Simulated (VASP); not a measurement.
# BN (Fmm2) in VASP: further runs, part 2 of 2

VASP 6.6.1. Earlier steps stand in the parts before.

## (3) Single point, LDA

Contents of INCAR:

```
PREC = Accurate
ENCUT = 520
EDIFF = 1E-6
ISMEAR = 0
SIGMA = 0.05
LREAL = False
LASPH = True
NELM = 100
ALGO = Normal
ISIF = 2
LWAVE = False
LCHARG = True
LELF = True
LVHAR = True
NBANDS = 11
```

Contents of KPOINTS:

```
regular mesh
0
Gamma
  12 12 12
```

Contents of POSCAR:

```
BN
1.0
    0.0000000000      3.4953158300      2.1660912400
    1.2516321000      0.0000000000      2.1660912400
    1.2516321000      3.4953158300      0.0000000000
B N
1 1
Direct
    0.0000486500      0.0000486500      0.9999513500
    0.6666513400      0.6666513400      0.3333486600
```

Potentials or basis: VASP PAW LDA potentials, release 64 (B, N).

Command:

```
> cat potpaw_LDA.64/B/POTCAR potpaw_LDA.64/N/POTCAR > POTCAR
> mpirun -np 1 vasp_std > vasp.out
```

OUTCAR:

```text
PREC = Accurate
   ENCUT = 520
   EDIFF = 1E-6
   ISMEAR = 0
   LREAL = False
   LASPH = True
   NELM = 100
   ISIF = 2

 ion  position               nearest neighbor table
   1  0.000  0.000  1.000-   2 1.44   2 1.44   2 1.44
   2  0.667  0.667  0.333-   1 1.44   1 1.44   1 1.44

  LATTYP: Found a face centered orthorhombic cell.
 ALAT       =     2.5032642000
 B/A-ratio  =     1.7306133647
 C/A-ratio  =     2.7926064137

  Lattice vectors:

 A1 = (   0.0000000000,   3.4953158300,   2.1660912400)
 A2 = (  -1.2516321000,   3.4953158300,   0.0000000000)
 A3 = (  -1.2516321000,   0.0000000000,   2.1660912400)

Analysis of symmetry for initial positions (statically):
=====================================================================
 Subroutine PRICEL returns:
 Original cell was already a primitive cell.

 Routine SETGRP: Setting up the symmetry group for a
 face centered orthorhombic supercell.

 Subroutine GETGRP returns: Found  4 space group operations
 (whereof  4 operations were pure point group operations)
 out of a pool of  8 trial point group operations.

The static configuration has the point symmetry C_2v.

Analysis of symmetry for dynamics (positions and initial velocities):
=====================================================================
 Subroutine PRICEL returns:
 Original cell was already a primitive cell.

 Routine SETGRP: Setting up the symmetry group for a
 face centered orthorhombic supercell.

 Subroutine GETGRP returns: Found  4 space group operations
 (whereof  4 operations were pure point group operations)
 out of a pool of  8 trial point group operations.

The dynamic configuration has the point symmetry C_2v.

 Subroutine INISYM returns: Found  4 space group operations
 (whereof  4 operations are pure point group operations),
 and found     1 'primitive' translations

----------------------------------------------------------------------------------------

                                     Primitive cell

  volume of cell :      18.9526

  direct lattice vectors                    reciprocal lattice vectors
     0.000000000  3.495315830  2.166091240    -0.399478409  0.143048590  0.230830535
     1.251632100  0.000000000  2.166091240     0.399478409 -0.143048590  0.230830535
     1.251632100  3.495315830  0.000000000     0.399478409  0.143048590 -0.230830535

  length of vectors
     4.112077822  2.501706252  3.712656147     0.483041027  0.483041027  0.483041027

  position of ions in fractional coordinates (direct lattice)
     0.000048650  0.000048650  0.999951350
     0.666651340  0.666651340  0.333348660

  ion indices of the primitive-cell ions
   primitive index   ion index
                 1           1
                 2           2

----------------------------------------------------------------------------------------

 KPOINTS: regular mesh

Automatic generation of k-mesh.
 Grid dimensions read from file:
 generate k-points for:   12   12   12

 Generating k-lattice:

  Cartesian coordinates                     Fractional coordinates (reciprocal lattice)
[... 21 lines left out ...]
  0.333333  0.000000  0.000000      8.000000
  0.416667  0.000000 -0.000000      8.000000
[... 16 lines left out ...]
  0.500000  0.166667  0.000000      8.000000
 -0.416667  0.166667  0.000000      8.000000
 [... further k-points ...]
   k-points           NKPTS =    280   k-points in BZ     NKDIM =    280   number of bands    NBANDS=     11
   number of dos      NEDOS =    301   number of ions     NIONS =      2
   total plane-waves  NPLWV =  17920
   dimension x,y,z NGX =    32 NGY =   20 NGZ =   28
   dimension x,y,z NGXF=    64 NGYF=   40 NGZF=   56
   ions per type =               1   1
   NGX,Y,Z   is equivalent  to a cutoff of  12.94, 13.29, 12.54 a.u.
   NGXF,Y,Z  is equivalent  to a cutoff of  25.87, 26.58, 25.08 a.u.
 SYSTEM =  unknown system
   PREC   = accura    normal or accurate (medium, high low for compatibility)
   ISTART =      0    job   : 0-new  1-cont  2-samecut
   ICHARG =      2    charge: 1-file 2-atom 10-const
   ISPIN  =      1    spin polarized calculation?
   LNONCOLLINEAR =      F non collinear calculations
   LSORBIT =      F    spin-orbit coupling
   LASPH  =      T    aspherical Exc in radial PAW
   ENCUT  =  520.0 eV  38.22 Ry    6.18 a.u.   7.65  4.65  6.90*2*pi/ulx,y,z
   NELM   =    100;   NELMIN=  2; NELMDL= -5     # of ELM steps
   EDIFF  = 0.1E-05   stopping-criterion for ELM
   LREAL  =      F    real-space projection
   EDIFFG = 0.1E-04   stopping-criterion for IOM
   NSW    =      0    number of steps for IOM
   IBRION =     -1    ionic relax: 0-MD 1-quasi-New 2-CG
   NFREE  =      0    steps in history (QN), initial steepest desc. (CG)
   ISIF   =      2    stress and relaxation
   ISYM   =      2    0-nonsym 1-usesym 2-fastsym
   POTIM  = 0.5000    time-step for ionic-motion
   TEBEG  =    0.0;   TEEND  =   0.0 temperature during run
   PSTRESS=    0.0 pullay stress
   NELECT =       8.0000    total number of electrons
   NUPDOWN=      -1.0000    fix difference up-down
   EMIN   =  10.00;   EMAX   =-10.00  energy-range for DOS
   EFERMI =   0.00;   METHOD = LEGACY
   ISMEAR =     0;   SIGMA  =   0.05  broadening in eV -4-tet -1-fermi 0-gaus
   EFERMI_NEDOS =   21; number of points for ismear=-14 and -15
   IALGO  =     38    algorithm
   IMIX   =      4    mixing-type and parameters
     AMIX     =   0.40;   BMIX     =  1.00
     AMIX_MAG =   1.60;   BMIX_MAG =  1.00
  volume/ion in A,a.u.               =       9.48        63.95
  Fermi-wavevector in a.u.,A,eV,Ry     =   1.228047  2.320672 20.518928  1.508099
  Thomas-Fermi vector in A             =   2.362987
   LORBIT       =      0    0 simple, 1 ext, 2 COOP (PROOUT), +10 PAW based schemes
   GGA     = CA    functional components
   LHFCALC =     F    Hartree Fock is set to
   AEXX    =    0.0000 exact exchange contribution
   IVDW    =     0    specifies the selected vdW correction
   LEPSILON=     F    determine dielectric tensor
   LRPA    =     F    only Hartree local field effects (RPA)
 non-spin polarized calculation
 Gauss-broadening in eV      SIGMA  =   0.05
  energy-cutoff  :      520.00
  volume of cell :       18.95
 maximum number of plane-waves:       529
   NGX = 15   NGY =  9   NGZ = 13

 number of electron       8.0000000 magnetization

 Free energy of the ion-electron system (eV)
  ---------------------------------------------------
  ext. energy  EPLUGINS =         0.00000000
  ---------------------------------------------------
  free energy    TOTEN  =       -19.27931256 eV

  energy without entropy =      -19.27931256  energy(sigma->0) =      -19.27931256

 E-fermi :   2.1427     XC(G=0): -10.2061

 val. band max:        1.8474150460   @ k =   0.5000  -0.3333   0.1667
 cond. band min:       5.4876860255   @ k =   0.0000   0.5000   0.5000
 fundamental gap:      3.6402709794
 Fermi energy:         2.1427094169

 k-point     1 :       0.0000    0.0000    0.0000
  band No.  band energies     occupation
      1     -15.8134      2.00000
      2      -2.6676      2.00000
      3       0.4105      2.00000
      4       0.4178      2.00000
      5       6.3557      0.00000
      6      13.2337      0.00000
      7      13.2951      0.00000
      8      14.6446      0.00000
      9      16.3381      0.00000
     10      27.1620      0.00000
     11      28.1304      0.00000
[... 309 lines left out ...]
 k-point    24 :      -0.4167    0.1667    0.0000
  band No.  band energies     occupation
      1     -12.3405      2.00000
      2      -6.8075      2.00000
      3      -3.7235      2.00000
      4       1.1876      2.00000
      5       6.4152      0.00000
      6      13.1942      0.00000
      7      14.9616      0.00000
      8      16.5855      0.00000
      9      19.9029      0.00000
     10      22.1593      0.00000
     11      23.8458      0.00000

 [... further k-points ...]

------------------------ aborting loop because EDIFF is reached ----------------------------------------

  FORCE on cell =-STRESS in cart. coord.  units (eV):
  Direction    XX          YY          ZZ          XY          YZ          ZX
  --------------------------------------------------------------------------------------
  -------------------------------------------------------------------------------------
  Total       -0.6017450     -0.1500583     -0.5962976      0.0000000      0.0000000      0.0000000
  in kB      -50.8689982    -12.6853035    -50.4084988      0.0000000      0.0000000      0.0000000
  external PRESSURE =     -37.9876002 kB  Pullay stress =       0.0000000 kB

 VOLUME and BASIS-vectors are now :
 -----------------------------------------------------------------------------
  energy-cutoff  :      520.00
  volume of cell :       18.95
      direct lattice vectors                 reciprocal lattice vectors
     0.000000000  3.495315830  2.166091240    -0.399478409  0.143048590  0.230830535
     1.251632100  0.000000000  2.166091240     0.399478409 -0.143048590  0.230830535
     1.251632100  3.495315830  0.000000000     0.399478409  0.143048590 -0.230830535

 POSITION                                       TOTAL-FORCE (eV/Angst)
 -----------------------------------------------------------------------------------
      1.25163      3.49532      0.00021         0.000000      0.000000      0.010533
      1.25163      3.49532      2.88806         0.000000      0.000000     -0.010533
 -----------------------------------------------------------------------------------
    total drift:                                0.000001      0.000002     -0.000026

  FREE ENERGIE OF THE ION-ELECTRON SYSTEM (eV)
  ---------------------------------------------------
  free  energy   TOTEN  =       -19.2793125623 eV

  energy  without entropy=      -19.2793125623  energy(sigma->0) =      -19.27931256
```

OSZICAR:

```text
N       E                     dE             d eps       ncg     rms          rms(c)
DAV:   1     0.110441941356E+02    0.11044E+02   -0.45197E+03  6288   0.671E+02
DAV:   2    -0.205874898904E+02   -0.31632E+02   -0.30280E+02  7289   0.148E+02
DAV:   3    -0.212984507124E+02   -0.71096E+00   -0.70985E+00  7458   0.200E+01
DAV:   4    -0.213004626386E+02   -0.20119E-02   -0.20119E-02  6819   0.129E+00
DAV:   5    -0.213004728743E+02   -0.10236E-04   -0.10236E-04  7548   0.777E-02    0.782E+00
DAV:   6    -0.195373727599E+02    0.17631E+01   -0.58601E+00  6538   0.132E+01    0.347E+00
DAV:   7    -0.193404077340E+02    0.19697E+00   -0.19681E-01  7246   0.314E+00    0.208E+00
DAV:   8    -0.192797221844E+02    0.60686E-01   -0.15082E-01  7138   0.229E+00    0.233E-01
DAV:   9    -0.192793059948E+02    0.41619E-03   -0.25866E-03  6784   0.409E-01    0.134E-01
DAV:  10    -0.192793095716E+02   -0.35768E-05   -0.20686E-04  7243   0.123E-01    0.209E-02
DAV:  11    -0.192793129224E+02   -0.33508E-05   -0.14965E-05  7198   0.249E-02    0.151E-02
DAV:  12    -0.192793125623E+02    0.36014E-06   -0.34042E-06  6892   0.115E-02
   1 F= -.19279313E+02 E0= -.19279313E+02  d E =-.271943E-19
```

stdout:

```text
POSCAR found type information on POSCAR B N
 POSCAR found :  2 types and       2 ions
 scaLAPACK will be used
 LDA part: xc-table for (Slater(with rela. corr.)+CA(PZ))
 , standard interpolation
 POSCAR, INCAR and KPOINTS ok, starting setup
 FFT: planning ... GRIDC
 FFT: planning ... GRID_SOFT
 FFT: planning ... GRID
 WAVECAR not read
 entering main loop
```

It took 35 s on 1 thread of AMD EPYC 9R45 (Zen 5), shared host; peak memory 0.14 GiB.

Results:

* Free energy: -19.2793 eV
* Pressure: -3.8 GPa
* Largest force: 0.011 eV/Å
* Band gap on the k mesh: 3.64 eV, indirect (least direct gap 4.41 eV)

Forces on the atoms (eV/Å):
```
B    0.000  0.000  0.011
N    0.000  0.000 -0.011
```
